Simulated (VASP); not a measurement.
Write the native input for VASP 6.6.1 that does the following.

```
Task                   : relaxation of shape and atoms at fixed volume
Functional             : LDA
Potentials or basis    : VASP PAW LDA potentials, release 64 (Ru_pv)
Cutoff                 : 600 eV
k mesh                 : 15 × 15 × 9
Occupations            : methfessel-paxton, width 0.1 eV
Spin                   : no spin polarisation
Further INCAR settings : ALGO = Normal; EDIFF = 1e-07; IBRION = 2; EDIFFG = -0.01; NSW = 40; ISIF = 4
```

The structure of Ru lies in POSCAR:

```
Ru                                      
1.0
    2.7269935940      0.0000000000      0.0000000000
   -1.3634967971      2.3616457284     -0.0000000000
   -0.0000000000      0.0000000000      4.3181522695
  Ru            
     2
Direct
     0.3333333332999970    0.6666666667000030    0.2500000000000000
     0.6666666667000030    0.3333333332999970    0.7500000000000000
```

The cell isn't the ideal one: a relaxed cell with its volume scaled by 1.06.

The input as run:

INCAR

```
ALGO = Normal
EDIFF = 1E-7
EDIFFG = -0.01
ENCUT = 600
GGA = CA
IBRION = 2
ISIF = 4
ISMEAR = 1
LASPH = True
LCHARG = False
LREAL = False
LWAVE = False
NELM = 80
NSW = 40
PREC = Accurate
SIGMA = 0.1
```

KPOINTS

```
k-points
0
Gamma
  15 15 9
```

Potentials or basis: VASP PAW LDA potentials, release 64 (Ru_pv).

Launch:

```bash
$ cat potpaw_LDA.64/Ru_pv/POTCAR > POTCAR
$ mpirun -np 1 vasp_std > vasp.out
```

Results of the run:

* Energy gained by relaxing: 0.1 meV/atom
* Ionic steps: 3
* Pressure after relaxing: -18.6 GPa
* Band gap on the k mesh: none (metal or under the smearing width)

Wall time 83 s on 1 thread of Intel(R) Xeon(R) Platinum 8488C (Sapphire Rapids), on a shared host, peak memory 0.19 GiB.
